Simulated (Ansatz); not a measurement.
**GaAs: course of a relaxation**

Computed with Ansatz, DFT PBEsol, scalar-relativistic, plane waves, PAW. Run with 420 eV cutoff, 10×10×6 k-mesh, Gaussian smearing of 0.01 eV, no spin polarisation.

What was changed: biaxial strain in the a-b plane, c and atoms relaxed: +6.0 %.

Command:

```bash
ansatz run input.yaml --threads 1 --pin off --max-ram 2560MiB --backend cpu --events-out ev --progress --plain --runs-dir out
```

Input:

```yaml
crystal:
  lattice:
    - [2.9987149951, 2.9987149951, 0.0]
    - [-2.9987149951, 2.9987149951, 0.0]
    - [0.0, 0.0, 5.4542665193]
  atoms:
    - { symbol: Ga, position: [0.0, 0.0, 0.0] }
    - { symbol: Ga, position: [0.5, 0.5, 0.5] }
    - { symbol: As, position: [0.5, 0.0, 0.75] }
    - { symbol: As, position: [0.0, 0.5, 0.25] }
basis:
  ecutwfc: 420
kpoints:
  mp_grid: { grid: [10, 10, 6] }
hamiltonian:
  xc: pbesol
scf:
  occupations: { method: gaussian, width: 0.01 }
output:
  forces: true
  stress: true
  eigenvalues: true
relax:
  adjacent_minimum: "off"
  f_tol: 0.008
  max_steps: 40
  cell: { stress_tol: 0.015, fix: [a, b, gamma] }
```

F is the free energy. Steps run on the plane waves of an earlier cell, but the last one, and at times one on the way, on a freshly chosen basis, so a repeated geometry can differ a little in energy. The held parts of the cell keep their stress, so P needn't end at zero.

Steps:

| step | F − F(1) (eV) | largest force component (eV/Å) | V (Å³/atom) | P (GPa) |
| --- | --- | --- | --- | --- |
| 1 | 0.0000 | 0.000 | 24.523 | -4.61 |
| 2 | -0.0102 | 0.000 | 24.061 | -3.73 |
| 3 | -0.0103 | 0.000 | 24.006 | -3.62 |
| 4 | -0.0100 | 0.000 | 24.006 | -3.62 |

Relaxed structure:

```xyz
4
Lattice="2.9987 2.9987 0.0000 -2.9987 2.9987 0.0000 0.0000 0.0000 5.3392" Properties=species:S:1:pos:R:3 pbc="T T T"
Ga    0.0000    0.0000    0.0000
Ga    0.0000    2.9987    2.6696
As    1.4994    1.4994    4.0044
As   -1.4994    1.4994    1.3348
```

The structure is tetragonal, space group I-4m2 (No. 119). Conventional cell: a = 4.241 Å, b = 4.241 Å, c = 5.339 Å, α = 90.00°, β = 90.00°, γ = 90.00°. Around Ga (site symmetry -4m2) lie 4 As at 2.51 Å. As (site symmetry -4m2) has 4 Ga at 2.51 Å as nearest neighbours.

The run converged. It took 120 s on 1 thread of Arm Neoverse V1, with other jobs on the host, peak memory 0.48 GiB.